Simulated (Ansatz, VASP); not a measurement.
# One calculation of SnSe, two programs

File INCAR:

```
PREC     = Accurate       # precision mode
ENCUT    = 520            # plane-wave cutoff, eV
EDIFF    = 1E-6           # SCF threshold, eV
ISMEAR   = 0              # smearing method
SIGMA    = 0.015          # smearing width, eV
LREAL    = False          # projectors in reciprocal space
LASPH    = True           # aspherical terms in the spheres
NELM     = 80             # most SCF steps
ALGO     = Normal         # electronic algorithm
ISIF     = 2              # what is computed and relaxed
LWAVE    = False          # write WAVECAR
LCHARG   = False          # write CHGCAR
GGA      = PE             # functional
NBANDS   = 50             # bands
```

File KPOINTS:

```
regular mesh
0
Gamma
  3 6 6
```

POSCAR

```
SnSe
1.0
   11.4200000000      0.0000000000      0.0000000000
    0.0000000000      4.1900000000      0.0000000000
    0.0000000000      0.0000000000      4.4600000000
Sn Se
4 4
Direct
    0.8770000000      0.7500000000      0.9090000000
    0.6230000000      0.2500000000      0.4090000000
    0.3770000000      0.7500000000      0.5910000000
    0.1230000000      0.2500000000      0.0910000000
    0.6430000000      0.7500000000      0.9840000000
    0.8570000000      0.2500000000      0.4840000000
    0.1430000000      0.7500000000      0.5160000000
    0.3570000000      0.2500000000      0.0160000000
```

The input input.yaml:

```yaml
crystal:
  lattice:
    - [11.42, 0.0, 0.0]
    - [0.0, 4.19, 0.0]
    - [0.0, 0.0, 4.46]
  atoms:
    - { symbol: Sn, position: [0.877, 0.75, 0.909] }
    - { symbol: Sn, position: [0.623, 0.25, 0.409] }
    - { symbol: Sn, position: [0.377, 0.75, 0.591] }
    - { symbol: Sn, position: [0.123, 0.25, 0.091] }
    - { symbol: Se, position: [0.643, 0.75, 0.984] }
    - { symbol: Se, position: [0.857, 0.25, 0.484] }
    - { symbol: Se, position: [0.143, 0.75, 0.516] }
    - { symbol: Se, position: [0.357, 0.25, 0.016] }
hamiltonian:
  xc: pbe
  pseudopotentials: { kind: paw }
kpoints:
  mp_grid: { grid: [3, 6, 6] }
scf:
  occupations: { method: gaussian, width: 0.015 }
output:
  forces: true
  stress: true
  eigenvalues: true
```

Alike in both runs: task single point; functional PBE; k mesh 3 × 6 × 6; occupations gaussian, width 0.015 eV; no spin polarisation.

|  | VASP | Ansatz |
| --- | --- | --- |
| version | VASP 6.6.1 | Ansatz 0.2.0 |
| potentials or method | VASP PAW PBE potentials, release 64 (Sn_d, Se) | Ansatz PAW |
| plane-wave cutoff (eV) | 520 | 420 |
| valence electrons in the cell | 80 | 120 |

Ansatz gave:

```
gap on the k mesh at the Fermi level (eV)       : 0.54
least direct gap on the mesh (eV)               : 0.71
pressure (GPa)                                  : 2.4
largest component of the traceless stress (GPa) : 1.82
rms of the force components (eV/Å)              : 0.165
```

Problem. What did VASP give for the same quantities?

Solution. gap on the k mesh at the Fermi level (eV): 0.54; least direct gap on the mesh (eV): 0.70; pressure (GPa): 2.4; largest component of the traceless stress (GPa): 1.85; rms of the force components (eV/Å): 0.173.

Atom by atom the forces differ by 0.009 eV/Å (rms over components). The functional is the same, so the differences come from potentials, cutoffs and numerics. The two sets of potentials don't hold the same shells in valence.

Caveats: spin-orbit coupling is left out, which moves the levels of the heavy elements; an odd mesh through Γ misses points on the zone boundary, where band edges often lie (VASP); odd divisions of the mesh miss points on the zone boundary, where band edges often lie, so the gap on the mesh can be too wide (Ansatz).
